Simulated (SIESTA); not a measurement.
## MnO2 under changes of volume

One of the cells (12.266 Å³/atom); the others are scaled copies at fixed shape and fractional positions:

```
Mn O
1.0
     2.87386    0.00000    0.00000
    -1.43693    2.48884    0.00000
     0.00000    0.00000   10.28944
Mn O
2 4
Direct
  0.00000 0.00000 0.50000
  0.00000 0.00000 0.00000
  0.66667 0.33333 0.40686
  0.66667 0.33333 0.09314
  0.33333 0.66667 0.59314
  0.33333 0.66667 0.90686
```

Measurements of this composition are mostly on another form, of space group No. 136.

- Program: SIESTA 5.4.2
- Functional: PBEsol
- Potentials or basis: PseudoDojo 0.4 standard (PBEsol files)
- Basis: DZP (energy shift 0.003 Ry; two zetas on semicore shells)
- Grid cutoff: 800 Ry
- Energy shift: 0.003 Ry
- k mesh: 11 × 11 × 3
- Occupations: fermi-dirac, width 0.05 eV
- Spin: collinear spin, ferromagnetic start
- Starting moments: [4.0, 4.0, 0.0, 0.0, 0.0, 0.0] μB

```tsv
volume (Å³/atom)	energy over the lowest point (meV/atom)	pressure (GPa)	gap on the mesh (eV)	largest force (eV/Å)
11.304	?	?	?	?
11.544	10.78	8.6	0.60	0.854
11.785	1.14	4.3	0.68	0.509
12.266	0.00	-3.2	0.83	0.119
12.507	7.25	-6.3	0.90	0.393
12.747	18.89	-9.1	0.97	0.639
```

Question: What does the run at 11.304 Å³/atom give?

Answer: Energy over the lowest point 27.23 meV/atom; pressure 13.4 GPa; gap on the mesh 0.52 eV; largest force 1.230 eV/Å.

Worked out: A Birch-Murnaghan fit of order 3 (a polynomial in V^(-2/3)) to the other rows has its minimum at 12.05 Å³/atom with B0 = V·E''(V) = 184 GPa and B' = 4.7 at fixed shape and positions, which overstates the stiffness. It gives 27.39 meV/atom at 11.304 Å³/atom, against the run's 27.23, and -dE/dV = 13.6 GPa, against 13.4. A straight line through the other rows of the gap, of slope 3.73 eV per unit of ln V, extrapolates to 0.52 eV, against the run's 0.52.

Energies are extrapolated to zero smearing.

Caveats: short orbitals over semicore shells can move pressures by several GPa; an odd mesh through Γ misses points on the zone boundary, where band edges often lie; the basis of atomic orbitals isn't converged, which shifts pressures, moduli and gaps; only a ferromagnetic start was run, and an antiferromagnetic order may lie lower in energy; forces of over 1 eV/Å show positions far from the minimum, so gaps and moduli don't describe the material at rest (some runs).
